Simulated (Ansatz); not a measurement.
Space group I4_1/amd:1 (No. 141). a = 4.052 Å, b = 4.052 Å, c = 10.363 Å, α = 90.00°, β = 90.00°, γ = 90.00°
```json
{"atom": "Sn", "site": "4a", "symmetry": "-4m2", "x": "0.0000", "y": "0.5000", "z": "0.2500"}
{"atom": "O", "site": "8e", "symmetry": "2mm.", "x": "0.5000", "y": "0.5000", "z": "0.2976"}
```

Equation of state of this SnO2 structure (not necessarily the ground state), with shape and atoms relaxed at each volume where symmetry leaves them free. Level of theory: Ansatz 0.2.0, DFT PBE, scalar-relativistic, plane waves, PAW.

Plane waves to 420 eV, a k mesh through Γ of 10×10×10 on the computed 6-atom cell and Gaussian smearing (0.02 eV); no spin polarisation.

| V (Å³/atom) | E − E(largest V) (meV/atom) | P (GPa) | gap on mesh (eV) |
| --- | --- | --- | --- |
| 12.479 | 58.09 | 22.37 | 2.37 |
| 12.904 | 7.63 | 15.74 | 2.11 |
| 13.330 | -26.07 | 9.79 | 1.85 |
| 13.755 | -44.91 | 4.55 | 1.59 |
| 14.181 | -50.79 | 0.02 | 1.32 |
| 14.606 | -45.60 | -3.81 | 1.08 |
| 15.031 | -31.11 | -7.02 | 0.86 |
| 15.599 | 0.00 | -10.43 | 0.61 |

**Question.** Fit a third-order Birch–Murnaghan equation to E(V).

**Answer.** V0 = 14.19 Å³/atom, B0 = 136 GPa, B0' = 4.1.

This form isn't the usual stable structure of the compound.